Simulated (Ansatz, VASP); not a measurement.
# Two plane-wave programs on Ru

```
CELL_PARAMETERS angstrom
2.51095 0.00000 0.00000
0.00000 2.51095 0.00000
0.00000 0.00000 2.51095
ATOMIC_POSITIONS crystal
Ru 0.00000 0.00000 0.00000
```

This isn't the form of Ru at room conditions, which is hcp.

Alike in both runs: task single point; functional PBE; k mesh 20 × 20 × 20; occupations fermi-dirac, width 0.05 eV; collinear spin.

|  | VASP | Ansatz |
| --- | --- | --- |
| version | VASP 6.6.1 | Ansatz 0.2.0 |
| potentials or method | VASP PAW PBE potentials, release 64 (Ru_pv) | plane waves (420 eV) with PAW, scalar-relativistic |
| plane-wave cutoff (eV) | 520 | 420 |
| valence electrons in the cell | 14 | 16 |

```csv
,VASP,Ansatz,Ansatz less VASP
net moment per atom (μB),0.00,0.00,-0.001
```

With one functional, cell and mesh, what is left measures potentials, basis and numerics. The two sets of potentials don't hold the same shells in valence. Ansatz warned: «seeded_moment_not_kept».
